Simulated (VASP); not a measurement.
# SiO2 (Stishovite): convergence with the number of MPI ranks and plane-wave cutoff, part 2 of 3

A convergence test on SiO2 (Stishovite): the number of MPI ranks and plane-wave cutoff. The series runs use PBEsol. The start is a cell from a database of measured crystal structures.

VASP 6.6.1; PBEsol; plane waves and PAW (Si, O).

So far. Step 5 (Number of MPI ranks: 8 ranks): Against the first of the series the energy stays within 0.01 meV an atom and the pressure within 0.01 GPa, after 12 cycles in 2.6 s.

## Step 7: Plane-wave cutoff: ENCUT = 240

This step: PBEsol; plane waves and PAW (Si, O) (VASP 6.6.1).

The basis grows with ENCUT, and energy and stress both move with it.

Contents of INCAR:

```
SYSTEM = SiO2
PREC = Accurate
ENCUT = 240
EDIFF = 1E-06
NELM = 100
ISMEAR = -1
SIGMA = 0.05
LREAL = .FALSE.
ALGO = Normal
GGA = PS
NBANDS = 22
LORBIT = 11
LWAVE = .FALSE.
LCHARG = .FALSE.
KPAR = 8
ISIF = 2
```

Contents of POSCAR:

```
SiO2
1.0
    4.1773000000      0.0000000000      0.0000000000
    0.0000000000      4.1773000000      0.0000000000
    0.0000000000      0.0000000000      2.6652000000
Si O
2 4
Direct
    0.0000000000      0.0000000000      0.0000000000
    0.5000000000      0.5000000000      0.5000000000
    0.3059000000      0.3059000000      0.0000000000
    0.1941000000      0.8059000000      0.5000000000
    0.6941000000      0.6941000000      0.0000000000
    0.8059000000      0.1941000000      0.5000000000
```

Contents of KPOINTS:

```
Automatic mesh
0
Gamma
5 5 7
0 0 0
```

The projector-augmented-wave data sets are Si and O (PBE family, release 64).

Run with:

```sh
mpirun -np 8 vasp_std
```

The program printed:

```text
[banner, memory and clock lines left out]
running    8 mpi-ranks, on    1 nodes
 distrk:  each k-point on    1 cores,    8 groups
 distr:  one band on    1 cores,    1 groups

 POSCAR found type information on POSCAR SiO
 POSCAR found :  2 types and       6 ions
 [... a notice as in an earlier step ...]

 [... a notice as in an earlier step ...]

 LDA part: xc-table for (Slater+PW92), standard interpolation
 POSCAR, INCAR and KPOINTS ok, starting setup
 FFT: planning ... GRIDC
 FFT: planning ... GRID_SOFT
 FFT: planning ... GRID
 WAVECAR not read
 entering main loop
       N       E                     dE             d eps       ncg     rms          rms(c)
DAV:   1     0.722132778524E+02    0.72213E+02   -0.11357E+04  1070   0.759E+02
DAV:   2    -0.490467000710E+02   -0.12126E+03   -0.11682E+03  1388   0.215E+02
DAV:   3    -0.525268737759E+02   -0.34802E+01   -0.34716E+01  1332   0.379E+01
DAV:   4    -0.525461628314E+02   -0.19289E-01   -0.19282E-01  1260   0.302E+00
DAV:   5    -0.525463773334E+02   -0.21450E-03   -0.21448E-03  1326   0.271E-01    0.175E+01
DAV:   6    -0.510285982478E+02    0.15178E+01   -0.27063E+00  1242   0.991E+00    0.975E+00
DAV:   7    -0.507975852555E+02    0.23101E+00   -0.32927E-01  1236   0.331E+00    0.262E+00
DAV:   8    -0.507700536111E+02    0.27532E-01   -0.29424E-02  1290   0.120E+00    0.692E-01
DAV:   9    -0.507685955615E+02    0.14580E-02   -0.97871E-04  1248   0.236E-01    0.277E-01
DAV:  10    -0.507685771474E+02    0.18414E-04   -0.54848E-05  1284   0.531E-02    0.351E-02
DAV:  11    -0.507685787922E+02   -0.16448E-05   -0.14916E-05  1260   0.232E-02    0.122E-02
DAV:  12    -0.507685785603E+02    0.23192E-06   -0.13603E-06   864   0.850E-03
   1 F= -.50768579E+02 E0= -.50768579E+02  d E =-.125518E-10
```

Run time: 1.8 s. Hardware: 8 MPI ranks of Intel Xeon 6975P-C (Granite Rapids), shared host; peak memory 0.89 GiB; 9 s of CPU time.

From OUTCAR (step 7):

```text
   ENCUT  =  240.0 eV  17.64 Ry    4.20 a.u.   5.28  5.28  3.37*2*pi/ulx,y,z

   NELECT =      32.0000    total number of electrons

 E-fermi :   9.4050

 k-point     1 :       0.0000    0.0000    0.0000
  band No.  band energies     occupation
    ...
     12       4.7325      2.00000
     13       5.4073      2.00000
     14       7.0772      2.00000
     15       7.0772      2.00000
     16       8.3689      2.00000
     17      13.4165      0.00000
     18      14.8150      0.00000
     19      16.4448      0.00000
     20      16.4448      0.00000
     21      19.2402      0.00000
    ...

  Total      -45.8836588    -45.8836588    -42.0976036      0.0000000      0.0000000      0.0000000
  in kB    -1580.6928438  -1580.6928438  -1450.2631758      0.0000000      0.0000000      0.0000000
  external PRESSURE =   -1537.2162878 kB  Pullay stress =       0.0000000 kB

 POSITION                                       TOTAL-FORCE (eV/Angst)
 -----------------------------------------------------------------------------------
      0.00000      0.00000      0.00000         0.000000      0.000000     -0.000000
      2.08865      2.08865      1.33260         0.000000      0.000000     -0.000000
      1.27784      1.27784      0.00000         0.051464      0.051464      0.000000
      0.81081      3.36649      1.33260        -0.051464      0.051464     -0.000000
      2.89946      2.89946      0.00000        -0.051464     -0.051464     -0.000000
      3.36649      0.81081      1.33260         0.051464     -0.051464     -0.000000
 -----------------------------------------------------------------------------------
    total drift:                                0.000000     -0.000000      0.000000

  FREE ENERGIE OF THE ION-ELECTRON SYSTEM (eV)
  ---------------------------------------------------
  free  energy   TOTEN  =       -50.7685785603 eV

  energy  without entropy=      -50.7685785603  energy(sigma->0) =      -50.76857856

[... 6 parts as in an earlier step ...]

[... 10 further parts left out ...]
```

This step gave:

```yaml
free_energy_toten: -50.7686 eV
fermi_energy: 9.405 eV
pressure: -153.7 GPa
gap_on_the_k_mesh: 5.048 eV
least_direct_gap_on_the_k_mesh: 5.048 eV
```

The series starts at -8.4614 eV an atom and -153.72 GPa, after 12 cycles in 1.8 s.

## Step 8: Plane-wave cutoff: ENCUT = 300

Changes to INCAR since step 7:

```diff
@@ -2,3 +2,3 @@
 PREC = Accurate
-ENCUT = 240
+ENCUT = 300
 EDIFF = 1E-06
```

POSCAR is that of step 7.

KPOINTS is that of step 7.

Run with:

```sh
mpirun -np 8 vasp_std
```

The program printed:

```text
[... set-up lines as in an earlier step ...]
 entering main loop
       N       E                     dE             d eps       ncg     rms          rms(c)
DAV:   1     0.906403700343E+02    0.90640E+02   -0.12990E+04  1088   0.897E+02
DAV:   2    -0.488500154166E+02   -0.13949E+03   -0.13579E+03  1372   0.237E+02
DAV:   3    -0.529954386471E+02   -0.41454E+01   -0.41347E+01  1344   0.425E+01
DAV:   4    -0.530204174460E+02   -0.24979E-01   -0.24972E-01  1266   0.370E+00
[...]
DAV:  10    -0.497999067014E+02   -0.47477E-04   -0.15304E-04  1242   0.997E-02    0.163E-02
DAV:  11    -0.497999053639E+02    0.13375E-05   -0.25835E-05  1308   0.332E-02    0.640E-03
DAV:  12    -0.497999054039E+02   -0.39970E-07   -0.13318E-06   882   0.106E-02
   1 F= -.49799905E+02 E0= -.49799905E+02  d E =-.119205E-10
```

It took 1.6 s on 8 MPI ranks; peak memory 0.95 GiB.

Parts of OUTCAR (step 8):

```text
  Total      -17.3436739    -17.3436739    -15.6634137     -0.0000000      0.0000000      0.0000000
  in kB     -597.4898666   -597.4898666   -539.6048744     -0.0000000      0.0000000      0.0000000
  external PRESSURE =    -578.1948692 kB  Pullay stress =       0.0000000 kB

 POSITION                                       TOTAL-FORCE (eV/Angst)
 -----------------------------------------------------------------------------------
      0.00000      0.00000      0.00000        -0.000000      0.000000      0.000000
      2.08865      2.08865      1.33260        -0.000000      0.000000      0.000000
      1.27784      1.27784      0.00000        -0.111323     -0.111323     -0.000000
      0.81081      3.36649      1.33260         0.111323     -0.111323      0.000000
      2.89946      2.89946      0.00000         0.111323      0.111323      0.000000
      3.36649      0.81081      1.33260        -0.111323      0.111323      0.000000
 -----------------------------------------------------------------------------------
    total drift:                                0.000000     -0.000000      0.000000

  FREE ENERGIE OF THE ION-ELECTRON SYSTEM (eV)
  ---------------------------------------------------
  free  energy   TOTEN  =       -49.7999054039 eV

  energy  without entropy=      -49.7999054039  energy(sigma->0) =      -49.79990540

[... 1 part as in an earlier step ...]

[... 2 further parts left out ...]
[key lines of the parts left out:]
E-fermi :   9.2482
```

Against the run before the energy moves by +161.45 meV an atom and the pressure by +95.90 GPa, after 12 cycles in 1.6 s.

## Step 9: Plane-wave cutoff: ENCUT = 360

Changes to INCAR since step 8:

```diff
@@ -2,3 +2,3 @@
 PREC = Accurate
-ENCUT = 300
+ENCUT = 360
 EDIFF = 1E-06
```

POSCAR is that of step 8.

KPOINTS is that of step 8.

Run with:

```sh
mpirun -np 8 vasp_std
```

The program printed:

```text
[... set-up lines as in an earlier step ...]
 entering main loop
       N       E                     dE             d eps       ncg     rms          rms(c)
DAV:   1     0.115478201058E+03    0.11548E+03   -0.14476E+04  1056   0.104E+03
DAV:   2    -0.478282216670E+02   -0.16331E+03   -0.15695E+03  1404   0.259E+02
DAV:   3    -0.529808830620E+02   -0.51527E+01   -0.51393E+01  1344   0.481E+01
DAV:   4    -0.530137711839E+02   -0.32888E-01   -0.32874E-01  1284   0.444E+00
[...]
DAV:  10    -0.490905367900E+02   -0.93771E-04   -0.22914E-04  1302   0.123E-01    0.276E-02
DAV:  11    -0.490905278968E+02    0.88932E-05   -0.41737E-05  1290   0.459E-02    0.566E-03
DAV:  12    -0.490905279555E+02   -0.58727E-07   -0.32162E-06  1130   0.141E-02
   1 F= -.49090528E+02 E0= -.49090528E+02  d E =-.941405E-10
```

Elapsed: 2 s, on 8 MPI ranks; peak memory 1.1 GiB.

From OUTCAR (step 9):

```text
  Total       -5.2216581     -5.2216581     -4.2912039     -0.0000000      0.0000000      0.0000000
  in kB     -179.8862131   -179.8862131   -147.8320497     -0.0000000      0.0000000      0.0000000
  external PRESSURE =    -169.2014919 kB  Pullay stress =       0.0000000 kB

 POSITION                                       TOTAL-FORCE (eV/Angst)
 -----------------------------------------------------------------------------------
      0.00000      0.00000      0.00000         0.000000      0.000000      0.000000
      2.08865      2.08865      1.33260         0.000000      0.000000      0.000000
      1.27784      1.27784      0.00000        -0.039324     -0.039324      0.000000
      0.81081      3.36649      1.33260         0.039324     -0.039324      0.000000
      2.89946      2.89946      0.00000         0.039324      0.039324      0.000000
      3.36649      0.81081      1.33260        -0.039324      0.039324      0.000000
 -----------------------------------------------------------------------------------
    total drift:                                0.000000      0.000000     -0.000000

  FREE ENERGIE OF THE ION-ELECTRON SYSTEM (eV)
  ---------------------------------------------------
  free  energy   TOTEN  =       -49.0905279555 eV

  energy  without entropy=      -49.0905279554  energy(sigma->0) =      -49.09052796

[... 1 part as in an earlier step ...]

[... 2 further parts left out ...]
[key lines of the parts left out:]
E-fermi :   9.1168
```

Against the run before the energy moves by +118.23 meV an atom and the pressure by +40.90 GPa, after 12 cycles in 2 s.

## Step 10: Plane-wave cutoff: ENCUT = 400

Changes to INCAR since step 9:

```diff
@@ -2,3 +2,3 @@
 PREC = Accurate
-ENCUT = 360
+ENCUT = 400
 EDIFF = 1E-06
```

POSCAR is that of step 9.

KPOINTS is that of step 9.

Run with:

```sh
mpirun -np 8 vasp_std
```

The program printed:

```text
[... set-up lines as in an earlier step ...]
 entering main loop
       N       E                     dE             d eps       ncg     rms          rms(c)
DAV:   1     0.115238600790E+03    0.11524E+03   -0.15566E+04  1080   0.113E+03
DAV:   2    -0.478366973815E+02   -0.16308E+03   -0.15787E+03  1344   0.268E+02
DAV:   3    -0.531047165320E+02   -0.52680E+01   -0.52529E+01  1344   0.496E+01
DAV:   4    -0.531402042309E+02   -0.35488E-01   -0.35474E-01  1296   0.471E+00
[...]
DAV:  10    -0.490252730427E+02   -0.99132E-04   -0.25966E-04  1302   0.130E-01    0.323E-02
DAV:  11    -0.490252610378E+02    0.12005E-04   -0.51219E-05  1320   0.518E-02    0.642E-03
DAV:  12    -0.490252611215E+02   -0.83638E-07   -0.42894E-06  1278   0.154E-02
   1 F= -.49025261E+02 E0= -.49025261E+02  d E =-.983528E-11
```

The job ended after 2.4 s (8 MPI ranks; peak memory 1.1 GiB; 15 s of CPU time).

OUTCAR, selected parts (step 10):

```text
  Total       -1.4201855     -1.4201855     -0.5233588      0.0000000      0.0000000      0.0000000
  in kB      -48.9254148    -48.9254148    -18.0297192      0.0000000      0.0000000      0.0000000
  external PRESSURE =     -38.6268496 kB  Pullay stress =       0.0000000 kB

 POSITION                                       TOTAL-FORCE (eV/Angst)
 -----------------------------------------------------------------------------------
      0.00000      0.00000      0.00000         0.000000      0.000000      0.000000
      2.08865      2.08865      1.33260         0.000000      0.000000      0.000000
      1.27784      1.27784      0.00000        -0.043479     -0.043479      0.000000
      0.81081      3.36649      1.33260         0.043479     -0.043479      0.000000
      2.89946      2.89946      0.00000         0.043479      0.043479      0.000000
      3.36649      0.81081      1.33260        -0.043479      0.043479      0.000000
 -----------------------------------------------------------------------------------
    total drift:                                0.000000      0.000000     -0.000000

  FREE ENERGIE OF THE ION-ELECTRON SYSTEM (eV)
  ---------------------------------------------------
  free  energy   TOTEN  =       -49.0252611215 eV

  energy  without entropy=      -49.0252611215  energy(sigma->0) =      -49.02526112

[... 1 part as in an earlier step ...]

[... 2 further parts left out ...]
[key lines of the parts left out:]
E-fermi :   9.2468
```

Against the run before the energy moves by +10.88 meV an atom and the pressure by +13.06 GPa, after 12 cycles in 2.4 s.

## Step 11: Plane-wave cutoff: ENCUT = 460

Changes to INCAR since step 10:

```diff
@@ -2,3 +2,3 @@
 PREC = Accurate
-ENCUT = 400
+ENCUT = 460
 EDIFF = 1E-06
```

POSCAR is that of step 10.

KPOINTS is that of step 10.

Run with:

```sh
mpirun -np 8 vasp_std
```

The program printed:

```text
[... set-up lines as in an earlier step ...]
 entering main loop
       N       E                     dE             d eps       ncg     rms          rms(c)
DAV:   1     0.134920885209E+03    0.13492E+03   -0.16708E+04  1064   0.126E+03
DAV:   2    -0.468017407502E+02   -0.18172E+03   -0.17561E+03  1344   0.288E+02
DAV:   3    -0.531528113224E+02   -0.63511E+01   -0.63302E+01  1344   0.551E+01
DAV:   4    -0.531964086407E+02   -0.43597E-01   -0.43579E-01  1320   0.531E+00
[...]
DAV:  10    -0.489815137926E+02   -0.99549E-04   -0.29149E-04  1290   0.138E-01    0.354E-02
DAV:  11    -0.489814986220E+02    0.15171E-04   -0.61345E-05  1308   0.576E-02    0.700E-03
DAV:  12    -0.489814986845E+02   -0.62421E-07   -0.49545E-06  1272   0.163E-02
   1 F= -.48981499E+02 E0= -.48981499E+02  d E =-.109750E-10
```

Elapsed: 2.6 s, on 8 MPI ranks; peak memory 1.1 GiB; 16 s of CPU time.

Parts of OUTCAR (step 11):

```text
  Total        0.8571858      0.8571858      1.5987763      0.0000000      0.0000000      0.0000000
  in kB       29.5300649     29.5300649     55.0778722      0.0000000      0.0000000      0.0000000
  external PRESSURE =      38.0460007 kB  Pullay stress =       0.0000000 kB

 POSITION                                       TOTAL-FORCE (eV/Angst)
 -----------------------------------------------------------------------------------
      0.00000      0.00000      0.00000         0.000000     -0.000000      0.000000
      2.08865      2.08865      1.33260         0.000000     -0.000000      0.000000
      1.27784      1.27784      0.00000        -0.060295     -0.060295      0.000000
      0.81081      3.36649      1.33260         0.060295     -0.060295      0.000000
      2.89946      2.89946      0.00000         0.060295      0.060295     -0.000000
      3.36649      0.81081      1.33260        -0.060295      0.060295     -0.000000
 -----------------------------------------------------------------------------------
    total drift:                               -0.000000      0.000000     -0.000000

  FREE ENERGIE OF THE ION-ELECTRON SYSTEM (eV)
  ---------------------------------------------------
  free  energy   TOTEN  =       -48.9814986845 eV

  energy  without entropy=      -48.9814986845  energy(sigma->0) =      -48.98149868

[... 1 part as in an earlier step ...]

[... 2 further parts left out ...]
[key lines of the parts left out:]
E-fermi :   9.2396
```

Against the run before the energy moves by +7.29 meV an atom and the pressure by +7.67 GPa, after 12 cycles in 2.6 s.

## Step 12: Plane-wave cutoff: ENCUT = 520

Changes to INCAR since step 11:

```diff
@@ -2,3 +2,3 @@
 PREC = Accurate
-ENCUT = 460
+ENCUT = 520
 EDIFF = 1E-06
```

POSCAR is that of step 11.

KPOINTS is that of step 11.

Run with:

```sh
mpirun -np 8 vasp_std
```

The program printed:

```text
[... set-up lines as in an earlier step ...]
 entering main loop
       N       E                     dE             d eps       ncg     rms          rms(c)
[... 12 cycles as in an earlier step ...]
   1 F= -.48968403E+02 E0= -.48968403E+02  d E =-.124857E-10
```

Wall time 2.8 s (8 MPI ranks); peak memory 1.2 GiB; 17 s of CPU time.

Parts of OUTCAR (step 12):

```text
[... 6 parts as in an earlier step ...]

[... 1 further part left out ...]
[key lines of the parts left out:]
E-fermi :   9.2345
```

Against the run before the energy moves by +2.18 meV an atom and the pressure by +1.19 GPa, after 12 cycles in 2.8 s.

## Step 13: Plane-wave cutoff: ENCUT = 640

Changes to INCAR since step 12:

```diff
@@ -2,3 +2,3 @@
 PREC = Accurate
-ENCUT = 520
+ENCUT = 640
 EDIFF = 1E-06
```

POSCAR is that of step 12.

KPOINTS is that of step 12.

Run with:

```sh
mpirun -np 8 vasp_std
```

The program printed:

```text
[... set-up lines as in an earlier step ...]
 entering main loop
       N       E                     dE             d eps       ncg     rms          rms(c)
DAV:   1     0.172052154779E+03    0.17205E+03   -0.20460E+04  1064   0.167E+03
DAV:   2    -0.452890805869E+02   -0.21734E+03   -0.20987E+03  1378   0.333E+02
DAV:   3    -0.531516544532E+02   -0.78626E+01   -0.78350E+01  1338   0.627E+01
DAV:   4    -0.532076183623E+02   -0.55964E-01   -0.55936E-01  1326   0.610E+00
[...]
DAV:  10    -0.489887581248E+02   -0.99753E-04   -0.31436E-04  1296   0.146E-01    0.362E-02
DAV:  11    -0.489887411138E+02    0.17011E-04   -0.66310E-05  1302   0.608E-02    0.755E-03
DAV:  12    -0.489887411399E+02   -0.26063E-07   -0.54146E-06  1290   0.172E-02
   1 F= -.48988741E+02 E0= -.48988741E+02  d E =-.118024E-10
```

The job ended after 3.8 s (8 MPI ranks; peak memory 1.4 GiB).

(Part 2 of 3 ends here.)

[Lines on the potential files, build, host, timing and source positions are cut from VASP's logs without a mark.]

[Logs are printed without paths, hosts, clocks, repeated set-up lines and the standing remarks that a program may print on its own settings, such as how far it seeks lower states.]

[Hosts, paths, dates, database ids (printed as entryN), source tags and the programs' standing remarks are cut or masked in the printed files.]

[A measured line is paired with the nearest computed mode of its activity, which favours agreement.]
